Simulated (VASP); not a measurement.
**MoS2: single point with PBE+U**

MoS2:

```
Mo S
1.0
     3.56395    0.00000    0.00000
    -1.78197    3.08647    0.00000
     0.00000    0.00000    5.74939
Mo S
1 2
Direct
  0.00000 0.00000 0.00000
  0.33333 0.66667 0.25200
  0.66667 0.33333 0.74800
```

Measurements of this composition are mostly on another form, of space group No. 194.

```json
{"Program": "VASP 6.6.1", "Task": "single point", "Functional": "PBE", "Potentials or basis": "VASP PAW PBE potentials, release 64 (Mo_sv, S)", "Cutoff": "520 eV", "k mesh": "6 × 6 × 4", "Occupations": "gaussian, width 0.05 eV", "Spin": "collinear spin, random start", "Starting moments": "[-0.49, 0.0, 0.0] μB", "Hubbard terms": "Mo d U = 3 eV", "Further INCAR settings": "ALGO = Fast; EDIFF = 1e-07; NBANDS = 24"}
```

| Item | Value |
| --- | --- |
| Pressure | -10.6 GPa |
| Largest force | 0.552 eV/Å |
| Band gap on the k mesh | none (metal or under the smearing width) |
| Net moment | 0.00 μB per cell |
| Valence electrons inside the program's atomic spheres | Mo 12.03; S 3.66 |

Forces in eV/Å, atoms in the order of the input:
```
Mo   0.000  0.000  0.000
S    0.000  0.000 -0.552
S    0.000  0.000  0.552
```

Stress tensor (GPa, compression positive):
```
-14.40   0.00   0.00
  0.00 -14.40   0.00
  0.00   0.00  -2.91
```

Levels at points of the mesh, in eV from the Fermi level:
Spin up:
```
           k point  band 10  band 11  band 12  band 13  band 14  band 15  band 16  band 17
(0.00, 0.00, 0.00)    -0.80    -0.80    -0.77    -0.77    -0.64     0.07     2.92     2.92
(0.50, 0.00, 0.00)    -3.71    -2.96    -2.17    -0.81     0.44     0.92     3.37     3.44
(0.00, 0.00, 0.50)    -2.77    -0.94    -0.94    -0.82    -0.82     0.63     3.28     3.28
(0.50, 0.00, 0.50)    -3.54    -1.84    -1.68    -1.09     0.44     0.89     2.89     3.92
```
Spin down:
```csv
k point,band 11,band 12,band 13,band 14,band 15,band 16
"(0.00, 0.00, 0.00)",-0.80,-0.77,-0.77,-0.64,0.07,2.92
"(0.50, 0.00, 0.00)",-2.96,-2.17,-0.81,0.44,0.92,3.37
"(0.00, 0.00, 0.50)",-0.94,-0.94,-0.82,-0.82,0.63,3.28
"(0.50, 0.00, 0.50)",-1.84,-1.68,-1.09,0.44,0.89,2.89
```

Eigenvalues of the final occupation matrices:
| site | spin | trace | eigenvalues |
| --- | --- | --- | --- |
| site 1 d | 1 | 1.82 | 0.31 0.31 0.39 0.41 0.41 |
| site 1 d | 2 | 1.82 | 0.31 0.31 0.39 0.41 0.41 |

It took 63 s on 1 thread of Intel(R) Xeon(R) 6975P-C (Granite Rapids) (shared host), peak memory 0.24 GiB.

Caveat: this functional lacks dispersion, which binds the layers, so the pressure and a relaxed spacing across them are unreliable. The state reached can hang on the start; a lower one may exist.
